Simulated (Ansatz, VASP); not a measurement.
**Two plane-wave programs on Cd**

The input INCAR:

```
ALGO = Normal ; EDIFF = 1E-7
ENCUT = 520 ; GGA = RE
ISIF = 2 ; ISMEAR = -1
LASPH = T ; LCHARG = F
LREAL = F ; LWAVE = F
NBANDS = 25 ; NELM = 60
PREC = Accurate ; SIGMA = 0.1
```

File KPOINTS:

```
k-points
0
Gamma
  8 8 11
```

POSCAR

```
Cd
1.0
    5.0067815489      0.0000000000      0.0000000000
   -2.5033907744      4.3360000125      0.0000000000
    0.0000000000      0.0000000000      3.0196093320
Cd
3
Direct
    1.0000000000      0.0000000000      0.0000000000
    0.3333333333      0.6666666667      0.5000000000
    0.6666666667      0.3333333333      0.5000000000
```

Input for Ansatz:

```yaml
crystal:
  lattice:
    - [5.0067815489, 0.0, 0.0]
    - [-2.5033907744, 4.3360000125, 0.0]
    - [0.0, 0.0, 3.019609332]
  atoms:
    - { symbol: Cd, position: [1.0, 0.0, 0.0] }
    - { symbol: Cd, position: [0.3333333333, 0.6666666667, 0.5] }
    - { symbol: Cd, position: [0.6666666667, 0.3333333333, 0.5] }
hamiltonian:
  xc: revpbe
  pseudopotentials:
    kind: paw
    azcp:
      Cd: "pseudopotentials/Cd.paw.azcp"
basis:
  ecutwfc: 420
  fft_grid_basis: typed
kpoints:
  mp_grid: { grid: [8, 8, 11], shift: [0, 0, 0] }
magnetization:
  spin_polarized: false
scf:
  occupations: { method: fermi_dirac, width: 0.1 }
  lower_state_search: "off"
output:
  stress: true
```

Alike in both runs: task single point; functional revPBE; k mesh 8 × 8 × 11; occupations fermi-dirac, width 0.1 eV; no spin polarisation.

```csv
,VASP,Ansatz
version,VASP 6.6.1,Ansatz 0.2.0
potentials or method,"VASP PAW PBE potentials, release 64 (Cd)","plane waves (420 eV) with PAW, scalar-relativistic"
plane-wave cutoff (eV),520,420
valence electrons in the cell,36,60
```

Ansatz gave:

* pressure (GPa): 5.5
* largest component of the traceless stress (GPa): 0.05

Task: Estimate VASP's values.

Result: Pressure (GPa): 5.8; largest component of the traceless stress (GPa): 0.05.

With one functional, cell and mesh, what is left measures potentials, basis and numerics. The two sets of potentials don't hold the same shells in valence.

Caveats: the PAW data sets were made with another functional, which shifts forces and pressure a little (VASP).
